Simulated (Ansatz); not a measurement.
# SiO2: Field gradients at the nuclei

The cell is a COD entry, its atoms then relaxed with PBE in this cell.

```cif
data_SiO2
_symmetry_space_group_name_H-M 'P2_13'
_symmetry_Int_Tables_number 198
_cell_length_a 7.1600
_cell_length_b 7.1600
_cell_length_c 7.1600
_cell_angle_alpha 90.000
_cell_angle_beta 90.000
_cell_angle_gamma 90.000
loop_
_atom_site_label
_atom_site_type_symbol
_atom_site_symmetry_multiplicity
_atom_site_Wyckoff_symbol
_atom_site_fract_x
_atom_site_fract_y
_atom_site_fract_z
Si1 Si 4 a 0.2807 0.2807 0.2807
Si5 Si 4 a 0.0206 0.0206 0.0206
O9 O 4 a 0.1505 0.1505 0.1505
O13 O 12 b 0.6398 0.6616 0.0434
```

One atom of each set is listed.

All values are calculated (Ansatz; DFT, PBE, plane waves and PAW (field gradients read without the response of the frozen cores, which leaves them typically 4 to 6 % off), scalar-relativistic, 420 eV cutoff, Γ-centred 4×4×4 k-points, Fermi–Dirac smearing 0.02 eV), not measured.

Conventions: |V_zz| ≥ |V_yy| ≥ |V_xx|, η = (V_xx − V_yy)/V_zz, C_Q = eQV_zz/h.

¹⁷O: I = 5/2, Q = -25.58 mb. Q values from Pyykkö, Mol. Phys. 116, 1328 (2018).

```
site  atoms                 first shell  V_zz (10²¹ V/m²)     η  C_Q (MHz)
 Si1      4          4 O at 1.61–1.62 Å              0.38  0.00          –
 Si5      4          4 O at 1.61–1.62 Å             -0.13  0.00          –
  O9      4  2 Si at 1.61 Å, angle 180°             10.95  0.00      -6.77
 O13     12  2 Si at 1.62 Å, angle 146°              9.98  0.18      -6.18
```

An axis of threefold or higher order runs through Si1, Si5 and O9, so V_zz lies along it and η is zero. At O13 V_zz runs parallel to the line that joins its two neighbours (within 1°).

Si has no stable isotope with a ground-state quadrupole moment in the table, so no C_Q is given.

The database positions were far from equilibrium, so the relaxed structure may not be the compound's real one.
